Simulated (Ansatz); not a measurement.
Crystal: SrVO3.

```
CELL_PARAMETERS angstrom
3.84090 0.00000 0.00000
0.00000 3.84090 0.00000
0.00000 0.00000 3.84090
ATOMIC_POSITIONS crystal
Sr 0.50000 0.50000 0.50000
V 0.00000 0.00000 0.00000
O 0.00000 0.00000 0.50000
O 0.00000 0.50000 0.00000
O 0.50000 0.00000 0.00000
```

| Item | Value |
| --- | --- |
| Program | Ansatz 0.2.0 |
| Task | relaxation of cell and atoms |
| Functional | BLYP |
| Potentials or basis | Ansatz PAW |
| Cutoff | 420 eV (not typed: the program's choice for these potentials) |
| k mesh | 7 × 7 × 7 |
| Occupations | fermi-dirac, width 0.05 eV |
| Spin | collinear spin, ferromagnetic start |
| Starting moments | [0.0, 2.0, 0.0, 0.0, 0.0] μB |

At the start: volume 11.33 Å³/atom.

Question: How do energy, volume and symmetry change on relaxing?

Answer: It ends after 7 steps and the volume is 11.85 Å³/atom (+4.5 %); space group Pm-3m (No. 221, to 0.05 Å); moment 0.00 μB per cell.

The path:
```csv
step,energy change (eV),largest force (eV/Å),volume (Å³)
1,0.0000,0.0000,56.66
2,-0.0504,0.0000,58.70
3,-0.0503,0.0000,59.08
4,-0.0502,0.0000,59.11
5,-0.0648,0.0000,59.11
6,-0.0643,0.0000,59.23
7,-0.0648,0.0000,59.23
```

Final structure:
```
CELL_PARAMETERS angstrom
3.89811 0.00000 0.00000
0.00000 3.89811 0.00000
0.00000 0.00000 3.89811
ATOMIC_POSITIONS crystal
Sr 0.50000 0.50000 0.50000
V 0.00000 0.00000 0.00000
O 0.00000 0.00000 0.50000
O 0.00000 0.50000 0.00000
O 0.50000 0.00000 0.00000
```

Caveat: the plane-wave basis is chosen anew once the cell has moved, so the energies of steps on either side of that aren't comparable; the pressure holds a Pulay correction of +0.7 GPa for the finite cutoff; the PAW data sets come from PBE, with cores solved anew for the run's functional, which leaves a small shift of forces and pressure; the starting moments weren't kept.
